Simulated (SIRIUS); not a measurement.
Runs of SIRIUS 7.12.0 on BP. It takes space group F-43m (No. 216, cubic). Conventional cell: a = 4.538 Å, b = 4.538 Å, c = 4.538 Å, α = 90.00°, β = 90.00°, γ = 90.00°. P (site symmetry -43m) is surrounded by 4 B at 1.97 Å. Around B (site symmetry -43m) lie 4 P at 1.97 Å. 

| task | level | reference energy of the basis | start of the SCF | gap on the mesh (eV) | V0 of scaled cells (Å³/atom) | B0 (GPa) |
| --- | --- | --- | --- | --- | --- | --- |
| equation of state | PBEsol | - | - | - | (a) | 169 |
| single point | PBEsol | 0.3 Ha | LDA density | (b) | - | - |
| equation of state | RPBE | - | - | - | 11.97 | 155 |
| equation of state | WC | - | - | - | 11.55 | 169 |
| single point | PBE | 0.3 Ha | LDA density | 1.25 | - | - |

Alike in all rows: potentials or basis all-electron FP-LAPW, apw+lo standard; no spin polarisation; cell as given; k mesh 10 × 10 × 10; cutoff (eV) 242; smearing fermi-dirac 0.05 eV.

Q: Estimate the missing entries.

A: (a) 11.54; (b) 1.14.

A k mesh can miss the band edges.

Not every run made on this cell is shown here.
